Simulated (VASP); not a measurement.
How well do functionals in VASP give the band gap of CsBr (CsCl type)? (Scalar-relativistic values.) The mesh is coarse and the basis finite, so the quasiparticle values are not converged.

The measured value is 7.30 eV (as given by Aguado et al., (1998), arXiv:cond-mat/9809176).

Q: Order Hartree-Fock (PBE cell), PBE-D4 (own cell), evGW0@PBE (starting cell), SCAN (own cell), PBE (own cell) by the size of their error, smallest first.

A: evGW0@PBE (starting cell) (7.14, -0.16), SCAN (own cell) (5.18, -2.12), PBE-D4 (own cell) (4.40, -2.90), PBE (own cell) (4.24, -3.06), Hartree-Fock (PBE cell) (12.01, +4.71)

Only levels that ran to the end are used. Left out are those held back, those with too coarse a band path, GW runs whose mesh misses a band edge, hybrids' fits of cells that aren't cubic and levels without matching references; a question may draw on a part of the rest.

The compound is CsBr in the CsCl type structure. Unless said otherwise, spin-orbit coupling is left out, though it shifts the bands of the heavy elements here.
